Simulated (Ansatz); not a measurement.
Input and command of a plane-wave DFT calculation in Ansatz:

```yaml
crystal:
  lattice:
    - [0.0064119, 2.56476, 2.56476]
    - [2.5711719, 0.0, 2.5711719]
    - [2.56476, 2.56476, 0.0064119]
  atoms:
    - { symbol: Li, position: [0.0, 0.0, 0.0] }
    - { symbol: Cl, position: [0.5, 0.5, 0.5] }
basis:
  ecutwfc: 420
kpoints:
  mp_grid: { grid: [8, 8, 8] }
hamiltonian:
  xc: pbe
scf:
  occupations: { method: gaussian, width: 0.05 }
output:
  forces: true
  stress: true
  eigenvalues: true
```

```bash
ansatz run input.yaml --threads 1 --pin off --max-ram 2560MiB --backend cpu --events-out ev --progress --plain --runs-dir out
```

Processor: Arm Neoverse V2, 1 thread, on a host shared with other jobs.

**Question.** Estimate time, memory and problem size.

**Answer.** About 1.6 s on 1 thread of Arm Neoverse V2 (shared host), peak memory 0.27 GiB. It solves 9 bands at 95 k points (the mesh reduced by symmetry) with about 645 plane waves, in 6 SCF iterations.
